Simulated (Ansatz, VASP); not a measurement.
## One calculation of Si2Mo, two programs

File INCAR:

```
ALGO = Normal
EDIFF = 1E-7
ENCUT = 520
GGA = PE
ISIF = 2
ISMEAR = -1
LASPH = T
LCHARG = F
LREAL = F
LWAVE = F
NBANDS = 18
NELM = 80
PREC = Accurate
SIGMA = 0.05
```

Contents of KPOINTS:

```
k-points
0
Gamma
  12 12 12
```

File POSCAR:

```
Si2Mo
1.0
   -1.5783757276      1.5783757276      3.8773786233
    1.5783757276     -1.5783757276      3.8773786233
    1.5783757276      1.5783757276     -3.8773786233
Mo Si
1 2
Direct
    0.0000000000      0.0000000000      0.0000000000
    0.6670000000      0.6670000000      0.0000000000
    0.3330000000      0.3330000000      0.0000000000
```

input.yaml

```yaml
crystal:
  lattice:
    - [-1.5783757276, 1.5783757276, 3.8773786233]
    - [1.5783757276, -1.5783757276, 3.8773786233]
    - [1.5783757276, 1.5783757276, -3.8773786233]
  atoms:
    - { symbol: Mo, position: [0.0, 0.0, 0.0] }
    - { symbol: Si, position: [0.667, 0.667, 0.0] }
    - { symbol: Si, position: [0.333, 0.333, 0.0] }
hamiltonian:
  xc: pbe
  pseudopotentials: { kind: paw }
kpoints:
  mp_grid: { grid: [12, 12, 12] }
scf:
  occupations: { method: fermi_dirac, width: 0.05 }
output:
  forces: true
  stress: true
  eigenvalues: true
  write_density: true
  write_potential: true
  elf: true
  volumetric_format: npy
```

Change from the starting cell: volume scaled by 0.96.

Alike in both runs: task single point; functional PBE; k mesh 12 × 12 × 12; occupations fermi-dirac, width 0.05 eV; no spin polarisation.

|  | VASP | Ansatz |
| --- | --- | --- |
| version | VASP 6.6.1 | Ansatz 0.2.0 |
| potentials or method | VASP PAW PBE potentials, release 64 (Mo_sv, Si) | Ansatz PAW |
| plane-wave cutoff (eV) | 520 | 420 |
| valence electrons in the cell | 22 | 22 |

|  | VASP | Ansatz | Ansatz less VASP |
| --- | --- | --- | --- |
| gap on the k mesh at the Fermi level (eV) | none | none | - |
| pressure (GPa) | 12.2 | 12.0 | -0.19 |
| largest component of the traceless stress (GPa) | 0.04 | 0.05 | +0.009 |
| rms of the force components (eV/Å) | 0.098 | 0.100 | +0.0027 |

Atom by atom the forces differ by 0.003 eV/Å (rms over components). A gap of «none» marks a metal or a gap that the smearing closes. With one functional, cell and mesh, what is left measures potentials, basis and numerics.
